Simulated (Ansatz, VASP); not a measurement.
# CsI: VASP beside Ansatz

```
CELL_PARAMETERS angstrom
4.60808 0.00000 0.00000
0.00000 4.60808 0.00000
0.00000 0.00000 4.60808
ATOMIC_POSITIONS crystal
Cs 0.00000 0.00000 0.00000
I 0.50000 0.50000 0.50000
```

Alike in both runs: task single point; functional HSE06; k mesh 4 × 4 × 4; no spin polarisation.

|  | VASP | Ansatz |
| --- | --- | --- |
| version | VASP 6.6.1 | Ansatz 0.2.0 |
| potentials or method | VASP PAW PBE potentials, release 64 (Cs_sv, I) | plane waves, PAW |
| plane-wave cutoff (eV) | 520 | 420 |
| occupations | gaussian, width 0.01 eV | fixed |
| valence electrons in the cell | 16 | 26 |

|  | VASP | Ansatz | Ansatz less VASP |
| --- | --- | --- | --- |
| gap on the k mesh at the Fermi level (eV) | 4.78 | 4.79 | +0.019 |
| pressure (GPa) | 0.2 | 0.2 | +0.01 |

The two sets of potentials don't hold the same shells in valence. Ansatz warned: «stress_exchange_threshold_loose».

Caveats: the PAW data sets were made with another functional, which shifts forces and pressure a little (VASP); spin-orbit coupling is left out, which moves the levels of the heavy elements. A k mesh can miss the band edges.
